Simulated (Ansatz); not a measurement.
C built on the diamond prototype, relaxed with r2SCAN: the symmetry is Fd-3m (No. 227, cubic); a = 3.560 Å in the conventional setting, 5.64 Å³ an atom. Around C lie 4 C at 1.54 Å. One-shot G0W0@PBE in the PAW code Ansatz on an 8×8×8 mesh (contour deformation, no spin-orbit coupling), from a PBE gap of 4.152 eV over the mesh points (the G0W0 gap is indirect on the mesh); the number N of bands summed and the screening cutoff rise together. No spin polarisation and no zero-point or thermal motion.

```
 N  cutoff (eV)  1000/N  G0W0 gap (eV)
29          100  34.483          5.276
65          180  15.385          5.461
```

Lay a straight line in 1000/N through these rows.
The slope is -0.0097 eV per unit of 1000/N and the intercept 5.610 eV.

Predict the gap at N = 124 (260 eV).
5.610 + (-0.0097) × 8.065 = 5.532 eV; the run gives 5.534 eV, +0.002 eV from the line.

With that run's result added, what limit do the last two rows suggest?
Their slope is (5.534 − 5.461)/(8.065 − 15.385) = -0.0100, which meets 1/N = 0 at 5.61 eV, against 5.610 eV from the first line. The two lines nearly agree; the k mesh isn't extrapolated.
